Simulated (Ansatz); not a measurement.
All numbers below come from DFT PBE, scalar-relativistic, plane waves, PAW in Ansatz. Plane waves to 420 eV, a 4×4×8 mesh through Γ for the 8-atom cell and 0.02 eV Gaussian smearing; no spin polarisation.

Formation energies are uncorrected and count from the elements' standard states at the same level.

Q: Suggest a trial structure for a tetragonal semiconductor that holds Zn and 1 more element, with a gap near 2.2 eV, a formation energy near −0.78 eV/atom and a density near 3.81 g/cm³, in a cell of 8 atoms.

A: ZnS, space group P4_2/mnm (No. 136). Zn has 4 S at 2.33–2.39 Å; around S lie 4 Zn at 2.33–2.39 Å.

```cif
data_structure
_symmetry_space_group_name_H-M 'P4_2/mnm'
_symmetry_Int_Tables_number 136
_cell_length_a 6.6302
_cell_length_b 6.6302
_cell_length_c 3.8621
_cell_angle_alpha 90.000
_cell_angle_beta 90.000
_cell_angle_gamma 90.000
_cell_volume 169.78
loop_
_atom_site_label
_atom_site_type_symbol
_atom_site_symmetry_multiplicity
_atom_site_Wyckoff_symbol
_atom_site_fract_x
_atom_site_fract_y
_atom_site_fract_z
_atom_site_occupancy
Zn1 Zn 4 f 0.67519 0.67519 0.00000 1
S1 S 4 g 0.81429 0.81429 0.50000 1
```

* Volume per atom: 21.22 Å³
* Density: 3.81 g/cm³
* Energy over the elements: −0.781 eV/atom
* Gap on the 4×4×8 mesh of the 8-atom cell: 2.17 eV

The cell was found from a structure generator's guess, not taken from experiment. Other answers may fit too; this one was computed.

Kohn–Sham gaps at this level usually fall short of measured ones. The reference form of S is held partly by dispersion forces, which this level lacks. A later test with randomly moved atoms came back to the same energy, though modes that don't fit the test's cell weren't probed.
